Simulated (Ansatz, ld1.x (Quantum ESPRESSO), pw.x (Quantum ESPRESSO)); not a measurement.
## osmium: one change to the TM potential, in the atom and in the fcc crystal

osmium (Os), norm-conserving Troullier–Martins (Kleinman–Bylander form), made with ld1.x (Quantum ESPRESSO) 7.5 (PBE, scalar-relativistic). Core [Xe] 4f14, reference 5d6 6s1.75 6p0 (charge +0.25). Waves: 6p (bound, empty): rc 2.45 bohr; 5d (bound): rc 1.50 bohr; 5f channel at 0.45 Ry: rc 2.05 bohr; 6s (bound): rc 2.45 bohr. Local part: the s channel. Core correction: a·sin(br)/r model core inside 1.20 bohr.

Change: wave 6p (bound): rc 2.45 bohr becomes 6p (bound): rc 2.06 bohr.

Cutoffs, loose and tight: the cutoffs (Ry, on a coarse ladder) from which the occupation-weighted sum of valence levels, in a spherical-Bessel basis at the reference potential, stays within 10 and 1 mRy of its value at 400 Ry. They do not see the model core or the augmentation charge, which bear on the density cutoff. Test errors are all-electron minus pseudo excitation energies from the reference, over the configurations 5d6 6s2 6p0; 5d6 6s1 6p0; 5d6 6s0 6p0; 5d7 6s0 6p0; 5d5 6s0 6p0; 5d4 6s0 6p0; 5d6 6s0 6p1; variants that change the core or the reference have their own tests.

Crystal test: fcc Os in pw.x 7.5, no spin, 15³ k-points, Fermi–Dirac smearing 0.01 Ry, cutoffs set for each file from its atomic test. The reference is all-electron LAPW (Ansatz 0.2.0) with the same functional, mesh and smearing; V0 and B0 come from Birch–Murnaghan fits to the pressures at five volumes. Errors are pseudo minus all-electron; Δ is the rms difference of the E(V) curves that follow from these fits, minima aligned, over ±6 % about the mean V0. Mesh and smearing are coarse, so the numbers serve the comparison and aren't converged zero-temperature values; the lattice is a test structure that the element need not adopt.

All-electron: a0 = 3.856 Å (V0 = 14.34 Å³/atom), B0 = 387.2 GPa.

Task: Does the change bring the crystal closer to the all-electron result?

Result: The mean pressure error goes from +2.59 to +76.58 GPa, so the change moves the solid further from the all-electron pressures.

| quantity | base | changed |
| --- | --- | --- |
| outcome (atom) | generated | generated |
| cutoff, loose (atom) | 35 Ry | 35 Ry |
| cutoff, tight (atom) | 70 Ry | 70 Ry |
| bound ghosts (atom) | none | p |
| largest test error (meV) (atom) | -642 | -641 |
| cutoffs in pw.x (Ry) | 85/340 | 85/340 |
| a0 (Å) | 3.865 | – |
| a0 error (%) | +0.22 | – |
| B0 error (%) | -0.5 | – |
| Δ (meV/atom) | 7.9 | – |
| mean pressure error (GPa) | +2.59 | +76.58 |

A dash: not determined, or the minimum lies outside the volumes sampled.

Changed file: This is a poor potential for the solid. Note: ghost state, extra bound levels that the all-electron valence spectrum of the same l lacks: p at -84.2 eV. A true bound ghost makes a file unfit for plane-wave use. The atomic cutoffs weigh occupied waves only.
